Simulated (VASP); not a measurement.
# HfS2 (P-3m1) in VASP: relaxation of cell and atoms with PBE+D3(BJ)

Aim: the relaxation of cell and atoms of HfS2 with PBE+D3(BJ).

All numbers are computed with VASP 6.6.1; they aren't measurements. Logs are shortened: lines on timing, memory, paths and dates and some standing lists are left out, and cuts for length are marked.

**1. The structure**

The structure is trigonal, space group P-3m1 (No. 164). Conventional cell: a = 3.640 Å, b = 3.640 Å, c = 6.056 Å, α = 90.00°, β = 90.00°, γ = 120.00°. Hf (site symmetry -3m) is surrounded by 6 S at 2.54 Å. S (site symmetry 3m) is surrounded by 3 Hf at 2.54 Å.

The cell is a database's computed one.

**2. Relaxation of cell and atoms, PBE+D3(BJ)**

Input file INCAR:

```
SYSTEM = HfS2
ALGO     = Normal         ! electronic algorithm
EDIFF    = 1E-6           ! SCF threshold, eV
EDIFFG   = -0.02          ! ionic threshold
ENCUT    = 600            ! plane-wave cutoff, eV
GGA      = PE             ! functional
IBRION   = 2              ! ionic algorithm
ISIF     = 3              ! what is computed and relaxed
ISMEAR   = 0              ! smearing method
IVDW     = 12             ! dispersion correction
LASPH    = .True.         ! aspherical terms in the spheres
LCHARG   = .False.        ! write CHGCAR
LREAL    = .False.        ! projectors in reciprocal space
LWAVE    = .False.        ! write WAVECAR
NELM     = 100            ! most SCF steps
NSW      = 60             ! ionic steps
PREC     = Accurate       ! precision mode
SIGMA    = 0.02           ! smearing width, eV
```

Input file KPOINTS:

```
k-points
0
Gamma
  3 3 2
  0 0 0
```

Input file POSCAR:

```
HfS2
1.0
    3.6396641800      0.0000000000      0.0000000000
   -1.8198320900      3.1520416400      0.0000000000
    0.0000000000      0.0000000000      6.0555624700
Hf S
1 2
Direct
    0.0000000000      0.0000000000      0.0000000000
    0.6666666700      0.3333333300      0.7639520500
    0.3333333300      0.6666666700      0.2360479500
```

Potentials or basis: VASP PAW PBE potentials, release 64 (Hf_pv, S).

Run with:

```bash
$ cat potpaw_PBE.64/Hf_pv/POTCAR potpaw_PBE.64/S/POTCAR > POTCAR
$ mpirun -np 1 vasp_std > vasp.out
```

OUTCAR:

```text
SYSTEM = HfS2
   EDIFF = 1E-6
   EDIFFG = -0.02
   ENCUT = 600
   GGA = PE
   IBRION = 2
   ISIF = 3
   ISMEAR = 0
   IVDW = 12
   LASPH = .True.
   LREAL = .False.
   NELM = 100
   NSW = 60
   PREC = Accurate
 IVDW          = 12

 ion  position               nearest neighbor table
   1  0.000  0.000  0.000-   2 2.54   3 2.54   3 2.54   2 2.54   2 2.54   3 2.54
   2  0.667  0.333  0.764-   1 2.54   1 2.54   1 2.54
   3  0.333  0.667  0.236-   1 2.54   1 2.54   1 2.54

  LATTYP: Found a hexagonal cell.
 ALAT       =     3.6396641800
 C/A-ratio  =     1.6637695596

  Lattice vectors:

 A1 = (   3.6396641800,   0.0000000000,   0.0000000000)
 A2 = (  -1.8198320900,   3.1520416400,   0.0000000000)
 A3 = (   0.0000000000,   0.0000000000,   6.0555624700)

Analysis of symmetry for initial positions (statically):
=====================================================================
 Subroutine PRICEL returns:
 Original cell was already a primitive cell.

 Routine SETGRP: Setting up the symmetry group for a
 hexagonal supercell.

 Subroutine GETGRP returns: Found 12 space group operations
 (whereof 12 operations were pure point group operations)
 out of a pool of 24 trial point group operations.

The static configuration has the point symmetry D_3d.

Analysis of symmetry for dynamics (positions and initial velocities):
=====================================================================
 Subroutine PRICEL returns:
 Original cell was already a primitive cell.

 Routine SETGRP: Setting up the symmetry group for a
 hexagonal supercell.

 Subroutine GETGRP returns: Found 12 space group operations
 (whereof 12 operations were pure point group operations)
 out of a pool of 24 trial point group operations.

The dynamic configuration has the point symmetry D_3d.

 Subroutine INISYM returns: Found 12 space group operations
 (whereof 12 operations are pure point group operations),
 and found     1 'primitive' translations

----------------------------------------------------------------------------------------

                                     Primitive cell

  volume of cell :      69.4717

  direct lattice vectors                    reciprocal lattice vectors
     3.639664180  0.000000000  0.000000000     0.274750623  0.158627346  0.000000000
    -1.819832090  3.152041640  0.000000000     0.000000000  0.317254692  0.000000000
     0.000000000  0.000000000  6.055562470     0.000000000  0.000000000  0.165137426

  length of vectors
     3.639664180  3.639664179  6.055562470     0.317254692  0.317254692  0.165137426

  position of ions in fractional coordinates (direct lattice)
     0.000000000  0.000000000  0.000000000
     0.666666670  0.333333330  0.763952050
     0.333333330  0.666666670  0.236047950

  ion indices of the primitive-cell ions
   primitive index   ion index
                 1           1
                 2           2
                 3           3

----------------------------------------------------------------------------------------

 KPOINTS: k-points

Automatic generation of k-mesh.
 Grid dimensions read from file:
 generate k-points for:    3    3    2

 Generating k-lattice:

  Cartesian coordinates                     Fractional coordinates (reciprocal lattice)
     0.091583541  0.052875782  0.000000000     0.333333333  0.000000000  0.000000000
     0.000000000  0.105751564  0.000000000     0.000000000  0.333333333  0.000000000
     0.000000000  0.000000000  0.082568713     0.000000000  0.000000000  0.500000000

  Length of vectors
     0.105751564  0.105751564  0.082568713

  Shift w.r.t. Gamma in fractional coordinates (k-lattice)
     0.000000000  0.000000000  0.000000000

 Subroutine IBZKPT returns following result:
 ===========================================

 Found      6 irreducible k-points:

 Following reciprocal coordinates:
            Coordinates               Weight
  0.000000  0.000000  0.000000      1.000000
  0.333333  0.000000  0.000000      6.000000
  0.333333  0.333333  0.000000      2.000000
  0.000000  0.000000  0.500000      1.000000
  0.333333  0.000000  0.500000      6.000000
  0.333333  0.333333  0.500000      2.000000
   k-points           NKPTS =      6   k-points in BZ     NKDIM =      6   number of bands    NBANDS=     15
   number of dos      NEDOS =    301   number of ions     NIONS =      3
   total plane-waves  NPLWV =  43200
   dimension x,y,z NGX =    30 NGY =   30 NGZ =   48
   dimension x,y,z NGXF=    60 NGYF=   60 NGZF=   96
   ions per type =               1   2
   NGX,Y,Z   is equivalent  to a cutoff of  13.70, 13.70, 13.18 a.u.
   NGXF,Y,Z  is equivalent  to a cutoff of  27.41, 27.41, 26.36 a.u.
 SYSTEM =  HfS2
   PREC   = accura    normal or accurate (medium, high low for compatibility)
   ISTART =      0    job   : 0-new  1-cont  2-samecut
   ICHARG =      2    charge: 1-file 2-atom 10-const
   ISPIN  =      1    spin polarized calculation?
   LNONCOLLINEAR =      F non collinear calculations
   LSORBIT =      F    spin-orbit coupling
   LASPH  =      T    aspherical Exc in radial PAW
   ENCUT  =  600.0 eV  44.10 Ry    6.64 a.u.   7.27  7.27 12.09*2*pi/ulx,y,z
   NELM   =    100;   NELMIN=  2; NELMDL= -5     # of ELM steps
   EDIFF  = 0.1E-05   stopping-criterion for ELM
   LREAL  =      F    real-space projection
   EDIFFG = -.2E-01   stopping-criterion for IOM
   NSW    =     60    number of steps for IOM
   IBRION =      2    ionic relax: 0-MD 1-quasi-New 2-CG
   NFREE  =      1    steps in history (QN), initial steepest desc. (CG)
   ISIF   =      3    stress and relaxation
   ISYM   =      2    0-nonsym 1-usesym 2-fastsym
   POTIM  = 0.5000    time-step for ionic-motion
   TEBEG  =    0.0;   TEEND  =   0.0 temperature during run
   PSTRESS=    0.0 pullay stress
   NELECT =      22.0000    total number of electrons
   NUPDOWN=      -1.0000    fix difference up-down
   EMIN   =  10.00;   EMAX   =-10.00  energy-range for DOS
   EFERMI =   0.00;   METHOD = LEGACY
   ISMEAR =     0;   SIGMA  =   0.02  broadening in eV -4-tet -1-fermi 0-gaus
   EFERMI_NEDOS =   21; number of points for ismear=-14 and -15
   IALGO  =     38    algorithm
   IMIX   =      4    mixing-type and parameters
     AMIX     =   0.40;   BMIX     =  1.00
     AMIX_MAG =   1.60;   BMIX_MAG =  1.00
  volume/ion in A,a.u.               =      23.16       156.27
  Fermi-wavevector in a.u.,A,eV,Ry     =   1.115869  2.108686 16.941474  1.245163
  Thomas-Fermi vector in A             =   2.252478
   LORBIT       =      0    0 simple, 1 ext, 2 COOP (PROOUT), +10 PAW based schemes
   GGA     = PE    functional components
   LHFCALC =     F    Hartree Fock is set to
   AEXX    =    0.0000 exact exchange contribution
   IVDW    =    12    specifies the selected vdW correction
   LEPSILON=     F    determine dielectric tensor
   LRPA    =     F    only Hartree local field effects (RPA)
 conjugate gradient relaxation of ions
 non-spin polarized calculation
 Gauss-broadening in eV      SIGMA  =   0.02
  energy-cutoff  :      600.00
  volume of cell :       69.47
 maximum number of plane-waves:      2364
 NGX is ok and might be reduce to    30
   NGX = 15   NGY = 15   NGZ = 25

--------------------------------------- Ionic step        1  -------------------------------------------

 number of electron      22.0000001 magnetization

 Free energy of the ion-electron system (eV)
  ---------------------------------------------------
  ext. energy  EPLUGINS =         0.00000000
  ---------------------------------------------------
  free energy    TOTEN  =       -22.71288364 eV

  energy without entropy =      -22.71288364  energy(sigma->0) =      -22.71288364

------------------------ aborting loop because EDIFF is reached ----------------------------------------

 Edisp (eV)   -0.94690

 E8    (eV) :    -0.4072

  FORCE on cell =-STRESS in cart. coord.  units (eV):
  Direction    XX          YY          ZZ          XY          YZ          ZX
  --------------------------------------------------------------------------------------
  -------------------------------------------------------------------------------------
  Total       0.08449     0.08449    -0.51600    -0.00000     0.00000     0.00000
  in kB       1.94851     1.94851   -11.90007    -0.00000     0.00000     0.00000
  external pressure =       -2.67 kB  Pullay stress =        0.00 kB
[... 100 lines left out ...]
  FREE ENERGIE OF THE ION-ELECTRON SYSTEM (eV)
  ---------------------------------------------------
  free  energy   TOTEN  =       -23.6647764351 eV

  energy  without entropy=      -23.6647764351  energy(sigma->0) =      -23.66477644

 E-fermi :   3.2861     XC(G=0):  -9.5230

 val. band max:        3.1890778338   @ k =   0.0000   0.0000   0.0000
 cond. band min:       4.4685147593   @ k =   0.3333   0.0000   0.5000
 fundamental gap:      1.2794369255
 Fermi energy:         3.2860826905

 k-point     1 :       0.0000    0.0000    0.0000
  band No.  band energies     occupation
      1     -27.7708      2.00000
      2     -27.6139      2.00000
      3     -27.6139      2.00000
      4      -9.9124      2.00000
      5      -8.1644      2.00000
      6      -1.5006      2.00000
      7       0.2323      2.00000
      8       0.2323      2.00000
      9       3.0074      2.00000
     10       3.0074      2.00000
     11       3.1891      2.00000
     12       5.0232      0.00000
     13       5.0232      0.00000
     14       5.7805      0.00000
     15       8.6695      0.00000
[... 73 lines left out ...]
 k-point     6 :       0.3333    0.3333    0.5000
  band No.  band energies     occupation
      1     -27.7342      2.00000
      2     -27.7342      2.00000
      3     -27.7334      2.00000
      4      -8.3601      2.00000
      5      -8.3601      2.00000
      6      -0.6115      2.00000
      7      -0.5499      2.00000
      8      -0.5499      2.00000
      9       1.0254      2.00000
     10       1.3906      2.00000
     11       1.3906      2.00000
     12       5.7230      0.00000
     13       6.4897      0.00000
     14       6.4897      0.00000
     15       9.2789      0.00000

[... ionic steps 4 to 9 ...]

--------------------------------------- Ionic step       10  -------------------------------------------

 number of electron      21.9999999 magnetization

------------------------ aborting loop because EDIFF is reached ----------------------------------------

 Edisp (eV)   -1.00038

 E8    (eV) :    -0.4315
[... 71 lines left out ...]
  energy  without entropy=      -23.6769011504  energy(sigma->0) =      -23.67690115

--------------------------------------- Ionic step       12  -------------------------------------------

 number of electron      22.0000000 magnetization

 Free energy of the ion-electron system (eV)
  ---------------------------------------------------
  ext. energy  EPLUGINS =         0.00000000
  ---------------------------------------------------
  free energy    TOTEN  =       -22.67668833 eV

  energy without entropy =      -22.67668833  energy(sigma->0) =      -22.67668833

 E-fermi :   3.6735     XC(G=0):  -9.7059

 val. band max:        3.5811837141   @ k =   0.0000   0.0000   0.0000
 cond. band min:       4.7195201819   @ k =   0.3333   0.0000   0.5000
 fundamental gap:      1.1383364678
 Fermi energy:         3.6734562351

 k-point     1 :       0.0000    0.0000    0.0000
  band No.  band energies     occupation
      1     -27.4515      2.00000
      2     -27.2935      2.00000
      3     -27.2935      2.00000
      4      -9.6911      2.00000
      5      -7.8740      2.00000
      6      -1.3636      2.00000
      7       0.5570      2.00000
      8       0.5570      2.00000
      9       3.3376      2.00000
     10       3.3376      2.00000
     11       3.5812      2.00000
     12       5.3360      0.00000
     13       5.3360      0.00000
     14       6.0332      0.00000
     15       8.8313      0.00000
[... 122 lines left out ...]
  FREE ENERGIE OF THE ION-ELECTRON SYSTEM (eV)
  ---------------------------------------------------
  free  energy   TOTEN  =       -23.6770063355 eV

  energy  without entropy=      -23.6770063355  energy(sigma->0) =      -23.67700634

 reached required accuracy - stopping structural energy minimisation
```

Wall time 35 s (1 thread of Intel Xeon 6975P-C (Granite Rapids), shared host); peak memory 0.21 GiB.

Results:

```
Free energy                            : -23.6770 eV
Relaxed volume                         : 22.08 Å³/atom
Relaxed cell                           : a = 3.645 Å, b = 3.645 Å, c = 5.758 Å, α = 90.00°, β = 90.00°, γ = 120.00°
Space group after relaxing (to 0.05 Å) : P-3m1 (No. 164)
Energy gained by relaxing              : 5.7 meV/atom
Ionic steps                            : 12
Pressure after relaxing                : 0.1 GPa
Largest force after relaxing           : 0.010 eV/Å
Band gap on the k mesh                 : 1.14 eV, indirect (least direct gap 1.75 eV)
Dispersion energy per atom             : -0.333 eV
```

Forces on the atoms (eV/Å):
```
Hf   0.000  0.000  0.000
S    0.000  0.000 -0.010
S    0.000  0.000  0.010
```

Step by step:
```csv
step,energy change (eV),largest force (eV/Å),pressure (GPa),volume (Å³)
1,0.0000,0.0297,-0.27,69.47
2,-0.0035,0.1205,0.05,69.08
3,-0.0050,0.2248,0.43,68.63
4,-0.0069,0.1840,0.05,68.65
5,-0.0082,0.1094,-0.62,68.69
6,-0.0105,0.0984,-0.55,68.30
7,-0.0153,0.0620,-0.32,67.16
8,-0.0129,0.0227,0.34,64.88
9,-0.0164,0.0434,-0.09,66.37
10,-0.0164,0.0388,-0.07,66.25
11,-0.0171,0.0213,0.02,66.24
12,-0.0172,0.0104,0.07,66.23
```

Final structure:
```
Hf S
1.0
     3.64466    0.00000    0.00000
    -1.82233    3.15637    0.00000
     0.00000    0.00000    5.75760
Hf S
1 2
Direct
  0.00000 0.00000 0.00000
  0.66667 0.33333 0.75305
  0.33333 0.66667 0.24695
```

Caveat: the k mesh is coarse (spacing up to 0.66 Å⁻¹), so the values aren't converged; spin-orbit coupling is left out, which moves the levels of the heavy elements; an odd mesh through Γ misses points on the zone boundary, where band edges often lie.
